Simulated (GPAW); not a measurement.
## TiSe in GPAW: the effect of strain uniaxial z

The system is TiSe.

```
Se Ti
1.0
     3.55900    0.00000    0.00000
    -1.77950    3.08218    0.00000
     0.00000    0.00000    5.97120
Se Ti
2 2
Direct
  0.66667 0.33333 0.75000
  0.33333 0.66667 0.25000
  0.00000 0.00000 0.50000
  0.00000 0.00000 0.00000
```

Alike in all runs:

```yaml
Program: GPAW 26.7.0
Task: single point
Functional: PBEsol
Potentials_or_basis: PAW data sets generated in the run's folder for this functional
Cutoff: 600 eV
Basis: pw
k_mesh: 6 × 6 × 3
Occupations: fermi-dirac, width 0.05 eV
Spin: no spin polarisation
Maxiter: 150
```

```csv
strain uniaxial z,pressure (GPa)
-0.04,5.7
-0.02,2.3
-0.01,0.7
0,?
0.01,-2.2
0.02,-3.6
0.04,-6.0
```

Task: What does the run with strain uniaxial z 0 give?

Result: Pressure -0.8 GPa.

Worked out: A parabola through the other rows of the pressure, of slope -146 GPa per unit of strain uniaxial z there, gives -0.8 GPa, against the run's -0.8.

Caveats: the density grid can change from cell to cell, which puts small steps into energies and stress.

Runs at the PBE level aren't shown here.
